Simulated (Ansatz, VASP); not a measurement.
**Two plane-wave programs on Si**

Contents of POSCAR:

```
Si
1.0
    0.0000000000      1.9133002921      1.9133002921
    1.9133002921      0.0000000000      1.9133002921
    1.9133002921      1.9133002921      0.0000000000
Si
1
Direct
    0.0000000000      0.0000000000      0.0000000000
```

INCAR.step1

```
PREC = Accurate ; ENCUT = 520
ISMEAR = 0 ; SIGMA = 0.05
LREAL = False ; LASPH = True
NELM = 60 ; NBANDS = 8
GGA = PE ; ALGO = Normal
EDIFF = 1E-4 ; LWAVE = True
LCHARG = False
```

INCAR.step2

```
PREC = Accurate ; ENCUT = 520
EDIFF = 1E-6 ; ISMEAR = 0
SIGMA = 0.05 ; LREAL = False
LASPH = True ; NELM = 60
ALGO = Normal ; ISIF = 2
LWAVE = False ; LCHARG = False
METAGGA = R2SCAN ; LMIXTAU = True
NBANDS = 8 ; ISTART = 1
```

The input KPOINTS:

```
regular mesh
0
Gamma
  20 20 20
```

Input for Ansatz:

```yaml
crystal:
  lattice:
    - [0.0, 1.9133002921, 1.9133002921]
    - [1.9133002921, 0.0, 1.9133002921]
    - [1.9133002921, 1.9133002921, 0.0]
  atoms:
    - { symbol: Si, position: [0.0, 0.0, 0.0] }
basis:
  ecutwfc: 500
  ecutrho_ratio: 4
kpoints:
  mp_grid: { grid: [20, 20, 20] }
hamiltonian:
  xc: r2scan
scf:
  occupations: { method: gaussian, width: 0.05 }
output:
  forces: true
  stress: true
  eigenvalues: true
```

Alike in both runs: task single point; functional r2SCAN; k mesh 20 × 20 × 20; occupations gaussian, width 0.05 eV; no spin polarisation.

|  | VASP | Ansatz |
| --- | --- | --- |
| version | VASP 6.6.1 | Ansatz 0.2.0 |
| potentials or method | VASP PAW PBE potentials, release 64 (Si) | scalar-relativistic, plane waves, PAW |
| plane-wave cutoff (eV) | 520 | 500 |
| valence electrons in the cell | 4 | 4 |

```tsv
	VASP	Ansatz	Ansatz less VASP
gap on the k mesh at the Fermi level (eV)	none	none	-
pressure (GPa)	-1.4	-1.5	-0.09
```

A gap of «none» marks a metal or a gap that the smearing closes. The functional is the same, so the differences come from potentials, cutoffs and numerics.

Caveats: the PAW data sets were made with another functional, which shifts forces and pressure a little (VASP).
